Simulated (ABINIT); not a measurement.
Crystal: CdO (Monteponite).

```xyz
2
Lattice="0.0000 2.3495 2.3495 2.3495 0.0000 2.3495 2.3495 2.3495 0.0000" Properties=species:S:1:pos:R:3 pbc="T T T"
Cd    0.0000    0.0000    0.0000
O     2.3495    2.3495    2.3495
```

Program: ABINIT 10.8.3 (patched build). Alike in all runs: task single point; potentials or basis JTH PAW PBE v2.0; no spin polarisation; cell as given; k mesh 10 × 10 × 10; cutoff (eV) 762; smearing fermi-dirac 0.05 eV.

**Question.** Order these runs on this cell by their pressure, lowest first.
A. level revPBE
B. level PW91
C. level LDA
D. level PBEsol
E. level BLYP

**Answer.** C (-6.6 GPa), D (-1.4 GPa), B (4.7 GPa), A (8.6 GPa), E (11.1 GPa).

Caveats: the PAW data sets were made with another functional, which shifts forces and pressure a little.
